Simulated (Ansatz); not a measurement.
# Optical response of CdTe

What colour and refractive index does CdTe have at this level of theory? The cell comes from an older database entry, whose edges can differ from later determinations, mostly by under a per cent.

Program: Ansatz 0.2.0. Level of theory: DFT, PBE, plane-wave PAW, default files, scalar-relativistic, independent-particle optical response without local fields. Results are calculated unless marked as measured.

The database entry behind the starting cell differs from later determinations by our own check (an axis about 1.1 % short against later determinations), so it need not match the best structure at ambient conditions.

**1. Set-up**

The structure is cubic, space group F-43m (No. 216). The conventional cell has a = 6.410 Å, b = 6.410 Å, c = 6.410 Å, α = 90.00°, β = 90.00°, γ = 90.00°. Te has 4 Cd at 2.78 Å nearest. Nearest to Cd lie 4 Te at 2.78 Å. Farther neighbours and most contacts between anions are not listed.

**2. Ground state and bands**

The self-consistent density comes first; it also tells whether there is a gap, which decides the occupations and the need for a Drude term.

This step: DFT, PBE, plane-wave PAW, default files, scalar-relativistic, ground state (Ansatz 0.2.0).

Input file input.yaml:

```yaml
crystal:
  lattice:
    - [0.0, 3.205, 3.205]
    - [3.205, 0.0, 3.205]
    - [3.205, 3.205, 0.0]
  atoms:
    - { symbol: Te, position: [0.75, 0.75, 0.75] }
    - { symbol: Cd, position: [0.0, 0.0, 0.0] }
kpoints:
  mp_grid: { grid: [7, 7, 7] }
  band_path:
    path:
      - [[0.0, 0.0, 0.0], [0.5, 0.0, 0.5], [0.5, 0.25, 0.75], [0.375, 0.375, 0.75], [0.0, 0.0, 0.0], [0.5, 0.5, 0.5], [0.625, 0.25, 0.625], [0.5, 0.25, 0.75], [0.5, 0.5, 0.5], [0.375, 0.375, 0.75]]
      - [[0.625, 0.25, 0.625], [0.5, 0.0, 0.5]]
    npoints: 5
scf:
  occupations: { method: fermi_dirac, width: 0.05 }
  n_extra_bands: 6
hamiltonian:
  xc: pbe
  pseudopotentials: { kind: paw }
output:
  forces: true
  stress: true
  populations: true
  write_bands: true
```

The run is started by

```console
$ ansatz run input.yaml --threads 4 --pin off --max-ram 8192MiB --backend cpu --events-out ev --progress --plain --runs-dir out
```

Numbers of over 12 decimals in the logs are rounded to 6 here.

The log of the run:

```text
scf.n_extra_bands = 6 over 18 filled bands (N_el = 36.0): the run solves 24 bands
Engine: ansatz 0.2.0, aarch64-unknown-linux-gnu
Pseudopotentials: kind: paw
Pseudopotential: Te, paw, valence charge 16, recommended cutoff 420 eV (normal), Te.paw.azcp
Pseudopotential: Cd, paw, valence charge 20, recommended cutoff 420 eV (normal), Cd.paw.azcp
Functional definition: PBE
  parameter kappa = 0.804
  parameter beta = 0.066725
  exchange = pbe_x(kappa = kappa, mu = beta*pi^2/3)
  correlation = pbe_c(beta = beta)
Crystal: 2 atoms, lattice volume = 65.844 Å³
Basis set: ecut = 420 eV, 1243 PW (Γ), exchange–correlation on 64×64×64 points (8 copies of the dense FFT grid, shifted against one another)
Bands: 24, of which v1, the nominal top of the filled ones, is band 18 counted from 1 (17 counted from 0)
Symmetry: 24 space group operations
Space group: F-43m (ITA 216), of the structure as read, at distance tolerance 4.0e-5 Å
k-points: 20 of 343 (time reversal used)
Non-local potential: Te, projectors of the file, l = 0: 2, l = 1: 2, l = 2: 2, l = 3: 2
Non-local potential: Cd, projectors of the file, l = 0: 3, l = 1: 2, l = 2: 2, l = 3: 1
PAW form: soft (Blöchl's): semilocal exchange-correlation on the pseudo side does not see the compensation charge
PAW one-centre angular grid: Te, 590 points (default); XC on 64 Gauss nodes
PAW one-centre angular grid: Cd, 590 points (default); XC on 64 Gauss nodes
Initial density: superposition of atomic densities (neutral atoms: chi_scale 0, normalization atom), corrected by the library's trained network
Initial wavefunctions: pseudopotential atomic-orbital guess
Functional: x = pbe(κ = 0.804, μ = 0.219515), c = pbe(β = 0.066725)
SCF iter   1: F=—  HF=-15235.257881 eV  |F-HF|=—  |Δ(HF+E_count)|=         —  Δρ=1.36e-3  dr2=2.95e-3  ethr=1.77e-3  ⟨swp⟩=6.1  Hψ=2302  notcnv=0  defer=5
preconditioner: auto → none  [insulator: Δε(μ)=0.855 eV  Ē_g=12.930 eV  σ=0.050 eV  W_gap=1.00  n_scr=14 (ndim 8)  ℏωp=19.4 eV  f_vac=0.179  D(μ)=0.00/eV (n_scr^D=0)  ε∞_Penn≈3.3]
SCF iter   2: F=—  HF=-15235.257147 eV  |F-HF|=—  |Δ(HF+E_count)|=   7.34e-4  Δρ=5.19e-4  dr2=1.86e-4  ethr=8.19e-6  ⟨swp⟩=2.0  Hψ=859  notcnv=0  defer=21
SCF iter   3: F=—  HF=-15235.257195 eV  |F-HF|=—  |Δ(HF+E_count)|=   4.84e-5  Δρ=2.06e-4  dr2=2.96e-5  ethr=5.17e-7  ⟨swp⟩=2.6  Hψ=750  notcnv=0  defer=21
SCF iter   4: F=—  HF=-15235.257224 eV  |F-HF|=—  |Δ(HF+E_count)|=   2.81e-5  Δρ=6.80e-5  dr2=2.84e-6  ethr=8.21e-8  ⟨swp⟩=2.0  Hψ=628  notcnv=0  defer=21
SCF iter   5: F=—  HF=-15235.257232 eV  |F-HF|=—  |Δ(HF+E_count)|=   8.42e-6  Δρ=1.66e-5  dr2=1.22e-7  ethr=7.88e-9  ⟨swp⟩=2.0  Hψ=632  notcnv=0  defer=21
SCF iter   6: F=-15235.257232 eV  HF=-15235.257232 eV  |F-HF|=2.64e-9  |Δ(HF+E_count)|=   5.32e-7  Δρ=1.72e-6  dr2=1.16e-9  ethr=2.78e-10  ⟨swp⟩=9.3  Hψ=2276  notcnv=0
SCF 1 converged in 6 iterations: F = -15235.257232 eV  dr2 = 1.16e-9
  greatest PAW one-centre occupation: 1.000 electrons in one spin orbital (limit 2), on the Cd atom at site 1 (counted from 0), in its partial waves of l = 0
NSCF: frozen V_eff on 52 k-points
SCF converged after 6 iterations
Free energy (F): -15235.257232 eV
Harris-Foulkes:  -15235.257232 eV  (|F-HF|=2.64e-9)
Internal energy: -15235.257231 eV  (E = F + TS)
E sigma→0 (E₀):  -15235.257232 eV
Entropy (-TS):   -0.000002 eV (-0.001 meV/atom)
Fermi energy:    8.406608 eV
--- Per-component energies (eV) ---
  E_band       = -775.989532
  E_kinetic    = 686.481081
  E_local      = -5346.869446  (includes V_loc(G=0)·N_el)
  E_nonlocal   = -276.798338
  E_hartree    = 2704.016788
  E_xc         = -301.589979
  E_vxc        = -326.551986  (∫ρ·V_xc dr)
  E_paw        = -8745.751831  (= ΣΔE_a)
  E_vpaw       = -920.285222  (= ΣTr[D̂ρ^β])
  E_aug_tail   = -0.000205  (compensation charges beyond the density's cutoff)
  E_ewald      = -3954.745301
  E_smearing   = -0.000002  (= −TS)
  E_closure    = 0.000000  (closes the sum)
  Σ components = -15235.257232   (vs F -15235.257232, Δ=0.00e0)
--- Forces (eV/Å), atoms counted from 1 ---
  atom   1  Te     0.00000000     0.00000000    -0.00000000
  atom   2  Cd    -0.00000000     0.00000000    -0.00000000
  max |Σ_I F_I| component: 9.25e-17 eV/Å
--- Stress (GPa, compression-positive) ---
        4.243186       0.000000      -0.000000
        0.000000       4.243186       0.000000
       -0.000000       0.000000       4.243186
  P = ⅓ Tr σ = 4.2432 GPa (42.432 kbar)
--- Band table (eV; the first three rows and the last of 20) ---
  k-point 0: bands = [... 14 lower, -0.1710, 7.9393, 7.9393, 7.9393, 8.8121, 12.5347, 12.5347, 12.5347, ... 2 higher]
  k-point 1: bands = [... 14 lower, -0.1723, 6.4680, 7.7526, 7.7526, 9.7778, 12.5833, 12.8122, 12.8122, ... 2 higher]
  k-point 2: bands = [... 14 lower, -0.1705, 4.7229, 7.3950, 7.3950, 9.9649, 13.1542, 13.1542, 13.7571, ... 2 higher]
  k-point 19: bands = [... 14 lower, 0.4248, 3.6112, 5.2845, 6.0113, 11.6631, 12.7962, 13.9008, 14.6953, ... 2 higher]
--- Löwdin populations: 2 sites ---
  site symbol       q [e]
     0     Te     16.9324
     1     Cd     18.8457
  spilling = 0.006163 (of n_electrons = 36.000000)
```

The job ended after 1.7 s (4 threads of Arm Neoverse V2, shared host; peak memory 0.37 GiB).

Reading the cycles: dr2 is the Hartree energy of the density residual (eV), the measure of convergence; HF is the Harris–Foulkes estimate of the energy, which meets the free energy F at convergence.

This step gave:

```
free energy                  : -15235.2572 eV
Fermi energy                 : 8.407 eV
gap by band count            : 0.8728 eV
electrons                    : 36
symmetry operations          : 24
pressure                     : 4.243 GPa
volume                       : 65.84 Å³
gap on the path              : 0.8728 eV
least direct gap on the path : 0.8728 eV
```

There is a gap, 0.87 eV on the path, so no carriers' term is needed. The cell is left with a pressure of 4.2 GPa, as it stands unrelaxed at this level.

Electronic bands along the path, in eV, zero at the Fermi level; v1 is the highest filled band, c1 the lowest empty one:

| point | v4 | v3 | v2 | v1 | c1 | c2 | c3 | c4 |
| --- | --- | --- | --- | --- | --- | --- | --- | --- |
| Γ | -8.58 | -0.47 | -0.47 | -0.47 | 0.41 | 4.13 | 4.13 | 4.13 |
| 0.40 of the way | -8.57 | -2.62 | -1.32 | -1.32 | 2.41 | 3.01 | 5.49 | 5.49 |
| X | -8.05 | -4.93 | -2.44 | -2.44 | 2.08 | 2.21 | 8.53 | 8.84 |
| 0.40 of the way | -8.02 | -4.89 | -2.62 | -2.58 | 2.55 | 2.66 | 7.54 | 7.56 |
| W | -7.96 | -4.81 | -2.92 | -2.80 | 3.90 | 4.21 | 5.14 | 5.83 |
| 0.40 of the way | -7.97 | -4.81 | -3.06 | -2.52 | 3.26 | 4.13 | 5.72 | 6.25 |
| K | -8.00 | -4.83 | -3.17 | -2.10 | 2.42 | 4.10 | 6.95 | 7.08 |
| 0.60 of the way | -8.56 | -2.99 | -1.59 | -0.76 | 2.15 | 4.14 | 4.61 | 5.06 |
| Γ | -8.58 | -0.47 | -0.47 | -0.47 | 0.41 | 4.13 | 4.13 | 4.13 |
| 0.40 of the way | -8.58 | -2.67 | -0.80 | -0.80 | 1.56 | 4.50 | 4.58 | 4.58 |
| L | -8.20 | -5.08 | -1.29 | -1.29 | 1.39 | 4.73 | 4.73 | 6.61 |
| 0.40 of the way | -8.15 | -4.96 | -2.17 | -1.52 | 2.26 | 4.30 | 5.28 | 6.72 |
| U | -8.00 | -4.83 | -3.17 | -2.10 | 2.42 | 4.10 | 6.95 | 7.08 |
| 0.60 of the way | -7.97 | -4.81 | -3.06 | -2.52 | 3.26 | 4.13 | 5.72 | 6.25 |
| W | -7.96 | -4.81 | -2.92 | -2.80 | 3.90 | 4.21 | 5.14 | 5.83 |
| 0.60 of the way | -8.13 | -4.93 | -2.34 | -1.63 | 2.50 | 4.17 | 5.42 | 6.75 |
| L | -8.20 | -5.08 | -1.29 | -1.29 | 1.39 | 4.73 | 4.73 | 6.61 |
| 0.40 of the way | -8.15 | -4.96 | -2.17 | -1.52 | 2.26 | 4.30 | 5.28 | 6.72 |
| K | -8.00 | -4.83 | -3.17 | -2.10 | 2.42 | 4.10 | 6.95 | 7.08 |
| jump to U | -8.00 | -4.83 | -3.17 | -2.10 | 2.42 | 4.10 | 6.95 | 7.08 |
| 0.40 of the way | -8.02 | -4.89 | -2.85 | -2.32 | 2.24 | 3.02 | 7.56 | 7.93 |
| X | -8.05 | -4.93 | -2.44 | -2.44 | 2.08 | 2.21 | 8.53 | 8.84 |

The electronic bands as a text plot (rows in eV, shown from -8.5 to 6.4 only):

```
    6.1 |            +++  ++                 ++ ++++       ++
    5.5 |   +        +++    ++        ++    +    +  +++   +
    4.9 |                 +++++++    +++++++      ++   +++
    4.2 |+++          ++++    ++++++++     +++++++++++++ +++++
    3.6 | ++         ++                          +++          +
    3.0 |   +++     +  +  ++                    +   +
    2.4 |   ++++++++    ++  ++++            ++++     ++   +++++++
    1.8 |                            +++   +           + +
    1.1 | ++                    +  ++   +++             +
    0.5 |+                       ++
   -0.1 |
   -0.7 |***                  ********
   -1.3 | ***               *****  ** *******        ******
   -2.0 |    **         ****                ****    *  *  *****
   -2.6 |   *  *********    **       *       *  *******    *   **
   -3.2 |             ******  **              ******        ***
   -3.8 |    **             **        **
   -4.4 |      **         **            *
   -5.1 |        *********               ************************
   -5.7 |
   -6.3 |
   -6.9 |
   -7.5 |
   -8.2 |    *****************          *************************
         Γ       X    W  K        Γ      L     U  W     L   K|U X
```

**3. Spectrum**

With the density converged, the vertical transitions are summed over the zone.

This step: DFT, PBE, plane-wave PAW, default files, scalar-relativistic, independent-particle optical response without local fields (Ansatz 0.2.0).

input.yaml, the sections that differ from step 2:

```yaml
kpoints:
  mp_grid: { grid: [7, 7, 7] }
scf:
  occupations: { method: fixed }
output:
  optics:
    e_range: [0, 14]
    de: 0.05
    sigma: 0.1
    nscf_kmesh: { grid: [6, 6, 6] }
    bands: { spectra_wanted_up_to: 14 }
# crystal, hamiltonian: as in step 2
```

The log of the run:

```text
[...]
Crystal: 2 atoms, lattice volume = 65.844 Å³
Basis set: ecut = 420 eV, 1243 PW (Γ)
Bands: 22, of which v1, the nominal top of the filled ones, is band 18 counted from 1 (17 counted from 0)
[... 1 set-up line as in the run before ...]
[...]
k-points: 20 of 343 (time reversal used)
[...]
SCF iter   1: F=—  HF=-15235.257783 eV  |F-HF|=—  |Δ(HF+E_count)|=         —  Δρ=1.37e-3  dr2=2.98e-3  ethr=1.77e-3  ⟨swp⟩=4.9  Hψ=1709  notcnv=0  defer=36
[...]
SCF iter   8: F=-15235.257238 eV  HF=-15235.257238 eV  |F-HF|=7.28e-12  |Δ(HF+E_count)|=  1.82e-11  Δρ=9.62e-8  dr2=3.34e-12  ethr=1.00e-12  ⟨swp⟩=6.1  Hψ=1688  notcnv=0
SCF 1 converged in 8 iterations: F = -15235.257238 eV  dr2 = 3.34e-12
[...]
NSCF: frozen V_eff on 16 k-points
[...]
output.optics: what the bands over the 39 summed would add to eps1, eps2 and the energy-loss function is held between a lower and an upper bound (8 Lanczos steps). eps1, eps2 and their loss function (loss_summed_bands) are given on every row as the summed bands alone make them. Along an axis, on a row where the two bounds hold the loss function to about 1 % of the greater of itself and 0.5 % of |1/eps|, its cell (loss_completed) is given, with the completed eps1 and eps2 that it is formed of (a cell that is left empty reads nan in the table and null in the record). The two bounds hold it so along every axis on all 281 rows up to 14.000 eV. [rest of the remark cut]
SCF converged after 8 iterations
Free energy (F): -15235.257238 eV
[...]
Internal energy: -15235.257238 eV  (E = F + TS)
E sigma→0 (E₀):  -15235.257238 eV
Fermi energy:    7.939282 eV
[...]
--- Band table (eV; the first three rows and the last of 20) ---
  k-point 0: bands = [... 14 lower, -0.1710, 7.9393, 7.9393, 7.9393, 8.8121, 12.5347, 12.5347, 12.5347]
  k-point 1: bands = [... 14 lower, -0.1723, 6.4680, 7.7526, 7.7526, 9.7778, 12.5833, 12.8122, 12.8122]
  k-point 2: bands = [... 14 lower, -0.1705, 4.7229, 7.3950, 7.3950, 9.9649, 13.1542, 13.1542, 13.7571]
  k-point 19: bands = [... 14 lower, 0.4247, 3.6112, 5.2845, 6.0113, 11.6630, 12.7961, 13.9008, 14.6952]
```

Run time: 6.2 s. Hardware: 4 threads; peak memory 0.62 GiB; 22 s of CPU time.

Read-outs, printed or worked out from the files:

| Quantity | Value |
| --- | --- |
| electronic dielectric constant ε∞, mean over x, y and z (by symmetry where fewer were run) | 9.002 |
| absorption onset, first axis (α over 10⁴ cm⁻¹, or the direct gap if that lies higher) | 0.9508 eV |
| main peak of Im epsilon, first axis | 4.532 eV |
| photocurrent from vertical transitions in a film 500 nm thick on a perfect mirror (two passes), AM1.5G, no front reflection, all carriers collected | 48.82 mA/cm² |
| least direct gap on the mesh | 0.8728 eV |
| bands summed | 39 |
| spectra valid up to | 22.39 eV |
| program's estimate of the k-sum error in Im epsilon | 0.37 % |
| electrons in the f-sum | 15.11 |

The Im ε, any direction has structure finer than the step of the table below, so its rows give means over 0.5 eV, whole bins alone (the curve runs from 0 to 14 eV). Peaks (eV: height): 2.80: 9.83, 4.55: 22.3, 5.80: 10.8.

Im ε, any direction against photon energy; means over each step:

| photon energy (eV) | Im ε, any direction |
| --- | --- |
| 0.5 | 0.00139 |
| 1.0 | 0.750 |
| 1.5 | 1.62 |
| 2.0 | 2.37 |
| 2.5 | 5.56 |
| 3.0 | 8.85 |
| 3.5 | 7.20 |
| 4.0 | 7.72 |
| 4.5 | 17.5 |
| 5.0 | 10.2 |
| 5.5 | 7.47 |
| 6.0 | 8.92 |
| 6.5 | 5.56 |
| 7.0 | 4.12 |
| 7.5 | 2.98 |
| 8.0 | 2.04 |
| 8.5 | 1.67 |
| 9.0 | 1.46 |
| 9.5 | 1.24 |
| 10.0 | 0.989 |
| 10.5 | 0.959 |
| 11.0 | 0.943 |
| 11.5 | 0.880 |
| 12.0 | 0.628 |
| 12.5 | 0.641 |
| 13.0 | 0.774 |
| 13.5 | 0.723 |

The Re ε, any direction by photon energy:

| photon energy (eV) | Re ε, any direction |
| --- | --- |
| 0.0 | 9.00 |
| 0.5 | 9.25 |
| 1.0 | 10.3 |
| 1.5 | 10.2 |
| 2.0 | 11.1 |
| 2.5 | 13.5 |
| 3.0 | 8.15 |
| 3.5 | 7.29 |
| 4.0 | 9.36 |
| 4.5 | 7.16 |
| 5.0 | -3.05 |
| 5.5 | 0.0514 |
| 6.0 | -2.99 |
| 6.5 | -3.58 |
| 7.0 | -2.81 |
| 7.5 | -3.00 |
| 8.0 | -1.91 |
| 8.5 | -1.64 |
| 9.0 | -1.13 |
| 9.5 | -0.972 |
| 10.0 | -0.665 |
| 10.5 | -0.378 |
| 11.0 | -0.190 |
| 11.5 | -0.293 |
| 12.0 | -0.0853 |
| 12.5 | 0.185 |
| 13.0 | 0.191 |
| 13.5 | 0.269 |
| 14.0 | 0.133 |

Values under 1 per cm are given as 1. Absorption coefficient, any direction against photon energy:

| photon energy (eV) | absorption coefficient, any direction (1/cm) |
| --- | --- |
| 0.0 | 1 |
| 0.5 | 1 |
| 1.0 | 13299 |
| 1.5 | 38882 |
| 2.0 | 69950 |
| 2.5 | 1.6e5 |
| 3.0 | 4.2e5 |
| 3.5 | 4.3e5 |
| 4.0 | 4.5e5 |
| 4.5 | 1.3e6 |
| 5.0 | 1.3e6 |
| 5.5 | 1.0e6 |
| 6.0 | 1.5e6 |
| 6.5 | 1.5e6 |
| 7.0 | 1.4e6 |
| 7.5 | 1.4e6 |
| 8.0 | 1.2e6 |
| 8.5 | 1.2e6 |
| 9.0 | 1.1e6 |
| 9.5 | 1.1e6 |
| 10.0 | 9.8e5 |
| 10.5 | 9.0e5 |
| 11.0 | 8.4e5 |
| 11.5 | 9.1e5 |
| 12.0 | 7.2e5 |
| 12.5 | 6.1e5 |
| 13.0 | 7.4e5 |
| 13.5 | 6.7e5 |
| 14.0 | 7.9e5 |

Refractive index n and extinction k against photon energy:

| photon energy (eV) | n | k |
| --- | --- | --- |
| 0.0 | 3.00 | 0 |
| 0.5 | 3.04 | 0 |
| 1.0 | 3.21 | 0.131 |
| 1.5 | 3.21 | 0.256 |
| 2.0 | 3.35 | 0.345 |
| 2.5 | 3.73 | 0.640 |
| 3.0 | 3.17 | 1.39 |
| 3.5 | 2.96 | 1.21 |
| 4.0 | 3.26 | 1.12 |
| 4.5 | 3.89 | 2.83 |
| 5.0 | 1.89 | 2.57 |
| 5.5 | 1.86 | 1.85 |
| 6.0 | 1.77 | 2.47 |
| 6.5 | 1.22 | 2.25 |
| 7.0 | 1.04 | 1.97 |
| 7.5 | 0.787 | 1.90 |
| 8.0 | 0.638 | 1.52 |
| 8.5 | 0.565 | 1.40 |
| 9.0 | 0.609 | 1.23 |
| 9.5 | 0.554 | 1.13 |
| 10.0 | 0.511 | 0.962 |
| 10.5 | 0.577 | 0.843 |
| 11.0 | 0.613 | 0.752 |
| 11.5 | 0.557 | 0.777 |
| 12.0 | 0.511 | 0.589 |
| 12.5 | 0.647 | 0.484 |
| 13.0 | 0.711 | 0.561 |
| 13.5 | 0.714 | 0.490 |
| 14.0 | 0.666 | 0.558 |

The reflectivity at normal incidence, any direction has structure finer than the step of the table below, so its rows give means over 0.5 eV, whole bins alone (the curve runs from 0 to 14 eV). Peaks (eV: height): 2.70: 37.8, 4.65: 54.7, 7.65: 55.0.

Table of reflectivity at normal incidence, any direction by photon energy; means over each step:

| photon energy (eV) | reflectivity at normal incidence, any direction (%) |
| --- | --- |
| 0.5 | 25.6 |
| 1.0 | 27.4 |
| 1.5 | 27.9 |
| 2.0 | 29.7 |
| 2.5 | 34.7 |
| 3.0 | 34.6 |
| 3.5 | 31.1 |
| 4.0 | 33.5 |
| 4.5 | 49.4 |
| 5.0 | 48.9 |
| 5.5 | 37.6 |
| 6.0 | 48.2 |
| 6.5 | 51.0 |
| 7.0 | 49.1 |
| 7.5 | 53.3 |
| 8.0 | 49.3 |
| 8.5 | 47.2 |
| 9.0 | 41.2 |
| 9.5 | 39.9 |
| 10.0 | 35.9 |
| 10.5 | 28.0 |
| 11.0 | 23.2 |
| 11.5 | 25.5 |
| 12.0 | 21.6 |
| 12.5 | 12.3 |
| 13.0 | 11.8 |
| 13.5 | 10.9 |

From ε follow the optical constants at some laser and lamp lines:

| wavelength (nm) | n | k | R (%) | 1/α |
| --- | --- | --- | --- | --- |
| 800 | 3.21 | 0.259 | 27.8 | 246 nm |
| 633 | 3.33 | 0.334 | 29.3 | 151 nm |
| 450 | 3.63 | 1.347 | 37.6 | 27 nm |
| 365 | 2.96 | 1.242 | 31.3 | 23 nm |
| 308 | 3.30 | 1.128 | 33.2 | 22 nm |
| 248 | 1.89 | 2.573 | 49.5 | 7.7 nm |
| 193 | 1.27 | 2.297 | 51.2 | 6.7 nm |

Rows near the edge hang on the gap, which this functional as a rule makes too small, and phonon-assisted absorption is left out.

A polished face would reflect 32 % of daylight and look faintly blue (CIE x = 0.295, y = 0.311 under D65).

The f-sum over the summed bands holds 15.1 of the cell's 36 electrons outside the frozen cores, 18 of which lie in bands more than 12 eV below the Fermi level, whose transitions come at higher energies. Up to 14 eV the strength has a mean oscillator energy of 4.8 eV, close to the main peak.

**4. What came out**

| Quantity | Value |
| --- | --- |
| gap on the path | 0.873 eV |
| least direct gap on the path | 0.873 eV |
| electronic dielectric constant ε∞, mean over x, y and z (by symmetry where fewer were run) (independent particles) | 9.00 |
| absorption onset, first axis (α over 10⁴ cm⁻¹, or the direct gap if that lies higher) | 0.951 eV |
| main peak of Im epsilon, first axis | 4.53 eV |
| photocurrent from vertical transitions in a film 500 nm thick on a perfect mirror (two passes), AM1.5G, no front reflection, all carriers collected | 48.8 mA/cm² |

What this shows: At this level (PBE, independent particles) CdTe has ε∞ = 9.00 and n = 3.15 at 1550 nm; absorption sets in near 1.0 eV, and Im ε peaks at 4.5 eV. The gap on the path is direct, 0.87 eV. The absorption coefficient passes 10⁴ cm⁻¹ at 0.95 eV, in the infrared, so it absorbs across the visible. Distinct maxima of Im ε, read by a parabola through the highest points, lie at 2.78 eV (9.8), 4.53 eV (22) and 5.82 eV (11). The f-sum over the summed bands holds 15.1 of the cell's 36 electrons outside the frozen cores, 18 of which lie in bands more than 12 eV below the Fermi level, whose transitions come at higher energies. Up to 14 eV the strength has a mean oscillator energy of 4.8 eV, close to the main peak. A polished face would reflect 32 % of daylight and look faintly blue (CIE x = 0.295, y = 0.311 under D65). Excitons and phonon-assisted transitions are missing, and so are local fields; PBE gaps are as a rule too small, which pulls the onset down and ε∞ up. In the base run ε includes the program's bounded estimate of what the bands above those summed add. Spin-orbit coupling is left out although heavy atoms are present.

[Logs are printed without paths, hosts, clocks, repeated set-up lines and the standing remarks that a program may print on its own settings, such as how far it seeks lower states.]

[Hosts, paths, dates, database ids (printed as entryN), source tags and the programs' standing remarks are cut or masked in the printed files.]
